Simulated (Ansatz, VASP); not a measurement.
HfB2 (nc) in VASP and in Ansatz

```
Hf B
1.0
     3.08633    0.00000    0.00000
    -1.54316    2.67284    0.00000
     0.00000    0.00000    3.40565
Hf B
1 2
Direct
  0.00000 0.00000 0.00000
  0.33333 0.66667 0.50000
  0.66667 0.33333 0.50000
```

Alike in both runs: functional PBE; k mesh 15 × 15 × 12; occupations gaussian, width 0.1 eV; no spin polarisation.

Ansatz relaxed the structure, and its values are those at the end. VASP's run is a single point on that final structure, the one shown.

```csv
,VASP,Ansatz
version,VASP 6.6.1,Ansatz 0.2.0
potentials or method,"VASP PAW PBE potentials, release 64 (Hf_pv, B)","scalar-relativistic, plane waves, norm-conserving pseudopotentials"
plane-wave cutoff (eV),520,1143
valence electrons in the cell,16,32
```

```tsv
	VASP	Ansatz	Ansatz less VASP
gap on the k mesh at the Fermi level (eV)	none	none	-
pressure (GPa)	17.0	17.3	+0.26
```

A gap of «none» marks a metal or a gap that the smearing closes. With one functional, cell and mesh, what is left measures potentials, basis and numerics. The two sets of potentials don't hold the same shells in valence.

Caveats: so large a pressure means that the cell lies far from this level's equilibrium, or that cutoff or potentials fall short (VASP). The runs have no spin-orbit coupling, so splittings on Hf are missing.
